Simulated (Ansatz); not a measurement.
# CoO (P-6m2) in Ansatz: a series of runs

Runs on CoO. Level: PBE. Tasks: single point.

Everything below comes from runs of Ansatz 0.2.0. Logs are shortened: lines on timing, memory, paths and dates and some standing lists are left out, and cuts for length are marked.

**1. Starting point**

Symmetry: P-6m2, No. 187, hexagonal system. The conventional cell has a = 2.828 Å, b = 2.828 Å, c = 2.722 Å, α = 90.00°, β = 90.00°, γ = 120.00°. Co (site symmetry -6m2) has 6 O at 2.13 Å as nearest neighbours. O (site symmetry -6m2) is surrounded by 6 Co at 2.13 Å.

The cell was built by a generator and needn't be a form met in nature.

**2. Single point, PBE**

File input.yaml:

```yaml
crystal:
  lattice:
    - [2.82845, 0.0, 0.0]
    - [-1.41423, 2.44951, 0.0]
    - [0.0, 0.0, 2.72172]
  atoms:
    - { symbol: Co, position: [0.0, 0.0, 0.5] }
    - { symbol: O, position: [0.66667, 0.33333, 0.0] }
hamiltonian:
  xc: pbe
  pseudopotentials: { kind: paw }
kpoints:
  mp_grid: { grid: [11, 11, 10] }
scf:
  occupations: { method: fermi_dirac, width: 0.05 }
output:
  forces: true
  stress: true
  eigenvalues: true
  write_density: true
  write_potential: true
  elf: true
  volumetric_format: npy
```

Potentials or basis: Ansatz PAW.

Launch:

```console
$ ansatz run input.yaml --threads 2 --pin off --max-ram 5632MiB --backend cpu --events-out ev --progress --plain --runs-dir out
```

The program printed:

```text
Warning: the atoms were moved onto the symmetric positions of the space group found under crystal.symmetry.tolerance 1.0e-5 (fractional; no operation is sought that the atoms, as they stand in a round, miss by more than twice it, and no atom is moved by as much as it), and the run uses the moved positions. Before a round's move an operation carried an atom to 1.41e-5 Å from where it should land, the largest such distance. Atom 1 (counting from 0) moved farthest, by 1.63e-5 Å; the longest move in fractions of the cell, of whichever atom, is 0.47 of the tolerance, in 1 round. To run the atoms as typed, lower crystal.symmetry.tolerance until the operations that they miss are no longer found, or set crystal.symmetry.detect: false (a key that needs symmetry detection or time reversal refuses this as the deck is read). The positions used, in the order of the run's atom list: position: [5.5510939473021013e-17, -1.8503646491007004e-17, 0.5]; position: [0.6666666666666667, 0.3333333333333333, 0.0]; The lattice was moved too: crystal.lattice keeps the space group found at crystal.symmetry.tolerance 1.0e-5 only nearly: the operation that it misses by the most changes a squared length by the fraction 4.08e-6. The run uses the lattice that is a stretch of the typed one, with no rotation, onto the one that keeps every operation to a double's rounding (on a very oblique basis the stretch itself rounds by more); the deck's lattice vector that moved farthest moved by 2.90e-6 Å. To run the lattice as typed, set crystal.symmetry.tolerance under 1.72e-6, the least fraction by which an operation that the lattice misses changes a squared length (the same key also sets how far an atom may lie from its image, so lowering it can lose operations that the atoms keep only within it), or set crystal.symmetry.detect: false, as for the atoms. crystal.lattice made exact, in Å and degrees: [[2.8284502578841653, 2.886751346032116e-6, 0.0], [-1.4142276289420825, 2.449508333292661, 0.0], [0.0, 0.0, 2.72172]]. Pasted over the deck's crystal.lattice, beside positions in fractional coordinates, it runs the same cell (given as lengths and angles, that cell in the form's own orientation, a rigid turn of the misfit's size from the one run here, for which a checkpoint.post_process_only pass over this run's state can be refused: where this run relaxes nothing, give such a pass this deck's own crystal.lattice, as typed; behind a relaxation, as crystal.lattice, the state's own cell, identity.cell in its checkpoint.json), and a matrix so pasted ends this notice, except on a very skew basis of the lattice, where the rounding of the pasted numbers themselves can read as a misfit: the cell is then moved again, and that move is told again. The lattice as run is in this notice's lattice.as_run_ang field (Run.prep()["deck_notices"] in Python, the deck_notice line of an events file, deck_notices of ansatz run --dry-run=json, or deck_notices in record.json in the deck's checkpoint.write directory).
Warning: RAYON_NUM_THREADS=2 ignored (pool sized by the plan → 2); use --threads N
Engine: ansatz 0.2.0, aarch64-unknown-linux-gnu
Pseudopotentials: kind: paw
Pseudopotential: Co, paw, valence charge 17, recommended cutoff 420 eV (normal), Co.paw.azcp
Pseudopotential: O, paw, valence charge 6, recommended cutoff 420 eV (normal), O.paw.azcp
Functional definition: PBE
  parameter kappa = 0.804
  parameter beta = 0.06672455060314922
  exchange = pbe_x(kappa = kappa, mu = beta*pi^2/3)
  correlation = pbe_c(beta = beta)
Crystal: 2 atoms, lattice volume = 18.857 Å³
Basis set: ecut = 420 eV, 381 PW (Γ), exchange–correlation on 40×40×40 points (8 copies of the dense FFT grid, shifted against one another)
Bands: 16, of which v1, the nominal top of the filled ones, is band 12 counted from 1 (11 counted from 0)
Symmetry: 12 space group operations
Space group: P-6m2 (ITA 187), of the structure as read, at distance tolerance 2.7e-5 Å
k-points: 96 of 1210 (time reversal used)
Non-local potential: Co, projectors of the file, l = 0: 3, l = 1: 2, l = 2: 3, l = 3: 1
Non-local potential: O, projectors of the file, l = 0: 2, l = 1: 2, l = 2: 1
PAW form: soft (Blöchl's): semilocal exchange-correlation on the pseudo side does not see the compensation charge
PAW one-centre angular grid: Co, 590 points (default); XC on 64 Gauss nodes
PAW one-centre angular grid: O, 110 points (default); XC on 64 Gauss nodes
Initial density: superposition of atomic densities (neutral atoms: chi_scale 0, normalization atom), corrected by the library's trained network
Initial wavefunctions: pseudopotential atomic-orbital guess
Functional: x = pbe(κ = 0.804, μ = 0.2195149727645171), c = pbe(β = 0.06672455060314922)
SCF iter   1: F=—  HF=-5691.412174 eV  |F-HF|=—  |Δ(HF+E_count)|=         —  Δρ=2.47e-2  dr2=3.43e-2  ethr=1.77e-3  ⟨swp⟩=5.1  Hψ=6578  notcnv=0
preconditioner: auto → none  [metal: Δε(μ)=0.021 eV  Ē_g=12.232 eV  σ=0.050 eV  W_gap=0.10  n_scr=8 (ndim 8)  ℏωp=33.1 eV  f_vac=0.000  D(μ)=4.84/eV (n_scr^D=94)  sad-step TF]
SCF iter   2: F=—  HF=-5691.404876 eV  |F-HF|=—  |Δ(HF+E_count)|=   7.30e-3  Δρ=6.94e-3  dr2=3.76e-3  ethr=1.49e-4  ⟨swp⟩=1.9  Hψ=2555  notcnv=0
SCF iter   3: F=—  HF=-5691.404135 eV  |F-HF|=—  |Δ(HF+E_count)|=   7.40e-4  Δρ=2.85e-3  dr2=9.79e-4  ethr=1.64e-5  ⟨swp⟩=1.0  Hψ=1536  notcnv=0
SCF iter   4: F=—  HF=-5691.404094 eV  |F-HF|=—  |Δ(HF+E_count)|=   4.12e-5  Δρ=5.92e-4  dr2=3.74e-5  ethr=4.26e-6  ⟨swp⟩=1.0  Hψ=1536  notcnv=0
SCF iter   5: F=—  HF=-5691.404097 eV  |F-HF|=—  |Δ(HF+E_count)|=   3.33e-6  Δρ=1.23e-4  dr2=1.33e-6  ethr=1.63e-7  ⟨swp⟩=2.6  Hψ=2261  notcnv=0
SCF iter   6: F=-5691.404098 eV  HF=-5691.404098 eV  |F-HF|=3.65e-9  |Δ(HF+E_count)|=   1.61e-7  Δρ=1.12e-5  dr2=7.71e-9  ethr=4.35e-10  ⟨swp⟩=6.4  Hψ=10091  notcnv=0
the search or the solves at the SCF's close seem to have found levels that the self-consistency loop had missed (the run counts 1). By its estimate they hold under 1e-12 electrons; where the run keeps them, the occupations were computed again with them
SCF 1 converged in 6 iterations: F = -5691.404098 eV  dr2 = 7.71e-9
SCF converged after 6 iterations
Free energy (F): -5691.404098 eV
Harris-Foulkes:  -5691.404098 eV  (|F-HF|=3.65e-9)
Internal energy: -5691.363428 eV  (E = F + TS)
E sigma→0 (E₀):  -5691.383763 eV
Entropy (-TS):   -0.040669 eV (-20.335 meV/atom)
Fermi energy:    14.040750 eV
--- Per-component energies (eV) ---
  E_band       = -293.729882
  E_kinetic    = 619.379026
  E_local      = -3426.276472  (includes V_loc(G=0)·N_el)
  E_nonlocal   = 512.827268
  E_hartree    = 1411.740380
  E_xc         = -229.089800
  E_vxc        = -294.469438  (∫ρ·V_xc dr)
  E_paw        = -1675.847201  (= ΣΔE_a)
  E_vpaw       = -528.675450  (= ΣTr[D̂ρ^β])
  E_aug_tail   = 0.002262  (compensation charges beyond the density's cutoff)
  E_ewald      = -2904.098891
  E_smearing   = -0.040669  (= −TS)
  E_closure    = 0.000000  (closes the sum)
  Σ components = -5691.404098   (vs F -5691.404098, Δ=0.00e0)
--- Forces (eV/Å), atoms counted from 1 ---
  atom   1  Co    -0.00000000     0.00000000    -0.00000000
  atom   2  O     -0.00000000    -0.00000000     0.00000000
  max |Σ_I F_I| component: 1.53e-16 eV/Å
--- Stress (GPa, compression-positive) ---
      -11.642570       0.000000      -0.000000
        0.000000     -11.642570      -0.000000
       -0.000000      -0.000000     -13.399013
  P = ⅓ Tr σ = -12.2281 GPa (-122.281 kbar)
--- Band table (eV; the first three rows and the last of 96) ---
  k-point 0: bands = ["-80.7465", "-44.1303", "-43.9865", "-43.9865", "-6.4864", "9.7420", "9.7420", "10.3367", "11.2871", "13.4904", "13.4904", "14.2519", "14.2519", "15.1619", "29.1717", "30.6461"]
  k-point 1: bands = ["-80.7460", "-44.1371", "-43.9859", "-43.9859", "-6.4004", "9.4348", "9.7913", "9.7913", "11.8075", "13.3211", "13.3211", "14.3325", "14.3325", "15.6420", "28.6487", "30.8958"]
  k-point 2: bands = ["-80.7444", "-44.1548", "-43.9844", "-43.9844", "-6.1649", "8.0350", "9.9209", "9.9209", "12.4277", "13.0184", "13.0184", "14.4006", "14.4006", "16.7462", "27.1447", "31.6354"]
  k-point 95: bands = ["-80.7332", "-44.1893", "-44.0306", "-44.0183", "-4.7003", "7.2382", "7.3528", "8.7606", "12.6686", "13.5559", "13.8967", "14.5824", "15.4188", "20.3791", "23.0076", "26.3691"]
```

rho_z.tsv:

```text
# z_ang	rho[e/angstrom^3]
# format = ansatz-planar-average/11
# lattice	2.828450258	0.000002887	0.000000000
# lattice	-1.414227629	2.449508333	0.000000000
# lattice	0.000000000	0.000000000	2.721720000
# sites	2
# site	27	0.000000000	-0.000000000	1.360860000
# site	8	1.414224296	0.816504702	0.000000000
0.000000	1.030921e0
0.136086	9.728584e-1
0.272172	8.215868e-1
0.408258	6.408175e-1
0.544344	5.142049e-1
0.680430	5.101532e-1
[... 12 lines left out ...]
2.449548	8.215868e-1
2.585634	9.728584e-1
```

v_z.tsv:

```text
# z_ang	v_es[eV]	v_tot[eV]
# format = ansatz-planar-average/11
# xc	pbe
# density_cutoff_ev	1680
# datasets	Co=:simpson_from_first_knot:soft	O=:simpson_from_first_knot:soft
# lattice	2.828450258	0.000002887	0.000000000
# lattice	-1.414227629	2.449508333	0.000000000
# lattice	0.000000000	0.000000000	2.721720000
# sites	2
# site	27	0.000000000	-0.000000000	1.360860000
# site	8	1.414224296	0.816504702	0.000000000
0.000000	7.162341e0	-5.460077e0
0.136086	7.525476e0	-4.987261e0
0.272172	8.481015e0	-3.727626e0
0.408258	9.508697e0	-2.351746e0
0.544344	9.972133e0	-1.618594e0
0.680430	9.078862e0	-2.450478e0
[... 12 lines left out ...]
2.449548	8.481015e0	-3.727626e0
2.585634	7.525476e0	-4.987261e0
```

It took 2.2 s on 2 threads of Arm Neoverse V1, shared host; peak memory 0.31 GiB.

What came out:

```yaml
Free_energy: -5691.4041 eV
Pressure: -12.2 GPa
Band_gap_on_the_k_mesh: none (metal or under the smearing width)
```

Levels at points of the mesh, in eV from the Fermi level:
```csv
k point,band 8,band 9,band 10,band 11,band 12,band 13,band 14,band 15,band 16
"(0.00, 0.00, 0.00)",-3.70,-2.75,-0.55,-0.55,0.21,0.21,1.12,15.13,16.61
"(0.00, 0.00, -0.50)",-3.81,-1.36,-1.36,-0.40,0.09,0.09,7.20,7.21,21.99
```

Caveat: the pressure holds a Pulay correction of +0.7 GPa for the finite cutoff; an odd number of electrons without spin polarisation forces a metal; a magnetic or distorted state may lie lower; the run has no spin polarisation, though such a crystal can be magnetic; semilocal functionals often make such compounds metallic where correlation or magnetic order opens a gap, which also shifts bond lengths. With open d or f shells a metallic result of PBE can be an artefact of self-interaction; +U or a hybrid may open a gap.

**3. Single point, PBE, collinear spin, ferromagnetic start**

File input.yaml:

```yaml
crystal:
  lattice:
    - [2.82845, 0.0, 0.0]
    - [-1.41423, 2.44951, 0.0]
    - [0.0, 0.0, 2.72172]
  atoms:
    - { symbol: Co, position: [0.0, 0.0, 0.5], spin: 2.0 }
    - { symbol: O, position: [0.66667, 0.33333, 0.0] }
hamiltonian:
  xc: pbe
  pseudopotentials: { kind: paw }
magnetization:
  spin_polarized: true
kpoints:
  mp_grid: { grid: [11, 11, 10] }
scf:
  occupations: { method: fermi_dirac, width: 0.05 }
output:
  forces: true
  stress: true
  eigenvalues: true
```

Potentials or basis: Ansatz PAW.

Launch:

```console
$ ansatz run input.yaml --threads 2 --pin off --max-ram 5632MiB --backend cpu --events-out ev --progress --plain --runs-dir out
```

The program printed:

```text
Warning: the atoms were moved onto the symmetric positions of the space group found under crystal.symmetry.tolerance 1.0e-5 (fractional; no operation is sought that the atoms, as they stand in a round, miss by more than twice it, and no atom is moved by as much as it), and the run uses the moved positions. Before a round's move an operation carried an atom to 1.41e-5 Å from where it should land, the largest such distance. Atom 1 (counting from 0) moved farthest, by 1.63e-5 Å; the longest move in fractions of the cell, of whichever atom, is 0.47 of the tolerance, in 1 round. To run the atoms as typed, lower crystal.symmetry.tolerance until the operations that they miss are no longer found, or set crystal.symmetry.detect: false (a key that needs symmetry detection or time reversal refuses this as the deck is read). The positions used, in the order of the run's atom list: position: [5.5510939473021013e-17, -1.8503646491007004e-17, 0.5]; position: [0.6666666666666667, 0.3333333333333333, 0.0]; The lattice was moved too: crystal.lattice keeps the space group found at crystal.symmetry.tolerance 1.0e-5 only nearly: the operation that it misses by the most changes a squared length by the fraction 4.08e-6. The run uses the lattice that is a stretch of the typed one, with no rotation, onto the one that keeps every operation to a double's rounding (on a very oblique basis the stretch itself rounds by more); the deck's lattice vector that moved farthest moved by 2.90e-6 Å. To run the lattice as typed, set crystal.symmetry.tolerance under 1.72e-6, the least fraction by which an operation that the lattice misses changes a squared length (the same key also sets how far an atom may lie from its image, so lowering it can lose operations that the atoms keep only within it), or set crystal.symmetry.detect: false, as for the atoms. crystal.lattice made exact, in Å and degrees: [[2.8284502578841653, 2.886751346032116e-6, 0.0], [-1.4142276289420825, 2.449508333292661, 0.0], [0.0, 0.0, 2.72172]]. Pasted over the deck's crystal.lattice, beside positions in fractional coordinates, it runs the same cell (given as lengths and angles, that cell in the form's own orientation, a rigid turn of the misfit's size from the one run here, for which a checkpoint.post_process_only pass over this run's state can be refused: where this run relaxes nothing, give such a pass this deck's own crystal.lattice, as typed; behind a relaxation, as crystal.lattice, the state's own cell, identity.cell in its checkpoint.json), and a matrix so pasted ends this notice, except on a very skew basis of the lattice, where the rounding of the pasted numbers themselves can read as a misfit: the cell is then moved again, and that move is told again. The lattice as run is in this notice's lattice.as_run_ang field (Run.prep()["deck_notices"] in Python, the deck_notice line of an events file, deck_notices of ansatz run --dry-run=json, or deck_notices in record.json in the deck's checkpoint.write directory).
Warning: RAYON_NUM_THREADS=2 ignored (pool sized by the plan → 2); use --threads N
[... 74 lines left out ...]
       -0.000000       0.100848       0.000000
       -0.000000       0.000000       0.001047
  P = ⅓ Tr σ = 0.0676 GPa (0.676 kbar)
--- Band table (eV; the first three rows and the last of 192) ---
  k-point 0 ↑: bands = ["-82.8556", "-46.2933", "-45.9954", "-45.9954", "-6.2375", "9.3225", "9.3225", "9.9557", "10.6279", "11.4103", "11.4103", "13.3117", "13.3117", "14.9649", "28.9321", "30.3388", "30.3388"]
  k-point 1 ↑: bands = ["-82.8551", "-46.2995", "-45.9949", "-45.9949", "-6.1491", "9.2776", "9.3674", "9.3674", "10.8369", "11.3229", "11.3229", "13.3268", "13.3268", "15.5086", "28.3932", "30.5820", "30.5820"]
  k-point 2 ↑: bands = ["-82.8536", "-46.3155", "-45.9935", "-45.9935", "-5.9063", "7.9970", "9.4775", "9.4775", "11.1418", "11.1418", "11.2057", "13.3250", "13.3250", "16.6782", "26.8977", "31.3036", "31.3036"]
  k-point 95 ↓: bands = ["-79.7682", "-43.1765", "-43.1227", "-43.1097", "-3.6509", "7.9356", "8.1810", "9.5998", "13.2467", "14.4446", "14.7244", "15.4152", "16.6792", "20.5301", "23.2868", "26.8841", "28.8163"]
```

Run time: 6.5 s. Hardware: 2 threads of Arm Neoverse V1, shared host; peak memory 0.34 GiB.

Results:

```
Free energy            : -5691.9970 eV
Pressure               : 0.1 GPa
Band gap on the k mesh : none (metal or under the smearing width)
Net moment             : 3.00 μB per cell
Absolute moment        : 3.05 μB per cell
Site moments           : Co +2.50; O +0.42 μB
```

Caveat: the pressure holds a Pulay correction of +0.7 GPa for the finite cutoff; a cell with one magnetic atom can't hold antiferromagnetic order, which such compounds often take; semilocal functionals often make such compounds metallic where correlation or magnetic order opens a gap, which also shifts bond lengths.
